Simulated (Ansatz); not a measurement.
**From three elastic constants to directional properties of GaN**

Theory: Ansatz 0.2.0, DFT LDA, scalar-relativistic, plane waves, PAW. Plane waves to 420 eV; Γ-centred k mesh 8×8×8; fixed occupations. No spin polarisation.

The cell is fixed (symmetry leaves no force on the atoms) and stands under 0.0 GPa:
```
Ga N
1.0
     0.00000    2.22750    2.22750
     2.22750    0.00000    2.22750
     2.22750    2.22750    0.00000
Ga N
1 1
Direct
  0.00000 0.00000 0.00000
  0.25000 0.25000 0.25000
```

The cell is the ideal cubic zincblende prototype; this isn't the usual structure of the compound.

With ions relaxed, on the cubic axes: C11 = 290.6, C12 = 159.5, C44 = 161.5 GPa. The density is 6.290 g/cm³.

Task: Is the crystal stable against strain, and how anisotropic is it?

Result: Born's conditions hold: C11 + 2C12 = 609.5, C11 − C12 = 131.1 and C44 = 161.5 GPa are all positive. B = (C11 + 2C12)/3 = 203.2 GPa. The two shear moduli are C44 and C′ = (C11 − C12)/2 = 65.5 GPa, so Zener's ratio is A = C44/C′ = 2.46: the tetragonal shear C′ is the soft one, as in many fcc and bcc metals and zincblende crystals. The Cauchy pressure C12 − C44 is -2.0 GPa; it would vanish for pair forces between atoms on inversion centres at zero pressure, and here it is small.

Task: Give the sound speeds along the three symmetry directions.

Result: The Christoffel equation gives ρv² for each branch:
```
direction branch                    ρv²    GPa v (m/s)
    [100]              L                    C11  290.6     6797
    [100]         T (×2) C44  161.5     5067
    [110]              L   (C11 + C12 + 2C44)/2  386.5     7839
    [110]   T, u ∥ [001]                    C44  161.5     5067
    [110]  T, u ∥ [1-10]          (C11 − C12)/2   65.5     3228
    [111]              L  (C11 + 2C12 + 4C44)/3  418.5     8157
    [111]         T (×2) (C11 − C12 + C44)/3   97.5     3938
```

In a piezoelectric crystal some branches stiffen further, which is left out.

Task: How does Young's modulus depend on direction?

Result: Inverting gives S11 = 5.634, S12 = -1.997, S44 = 6.192 TPa⁻¹. Along a unit vector (l, m, n), 1/E = S11 − 2(S11 − S12 − S44/2)(l²m² + m²n² + n²l²), where the last bracket is 0, 1/4 and 1/3 for [100], [110] and [111]: E = 177, 297 and 383 GPa. With A > 1 the body diagonal is stiffest. For a film on (001), the biaxial modulus is C11 + C12 − 2C12²/C11 = 275 GPa and the normal strain is −2C12/C11 = -1.10 times the in-plane one.

Cost: 2 runs of about 1.4 core-minutes in all, on Oxide Virtual Turin-like Processor (Zen 5), Arm Neoverse V2 (shared hosts).

Cubic GaN resists shear very unevenly, and the cause lies in its tetrahedral bond network. The tetragonal shear C′ leaves the bond lengths unchanged to first order and mainly bends the angles between sp³-like bonds, which costs little. The shear governed by C44 also stretches and compresses bonds, even though the internal displacement of the two sublattices relieves part of that strain. The same geometry makes Young's modulus largest along [111], the direction of one set of bonds, and smallest along the cube axes, where a load can be accommodated largely by bending.

The small Cauchy pressure is no sign of central forces: the atoms in zincblende don't sit on inversion centres, and nearest-neighbour central forces alone would leave C′ without stiffness. Its near-vanishing is therefore probably a cancellation between angular forces, internal relaxation and longer-ranged ionic terms. The positive moduli establish stability against small homogeneous strains only, which is compatible with zincblende being metastable relative to wurtzite and says nothing about phonons at finite wavevector.
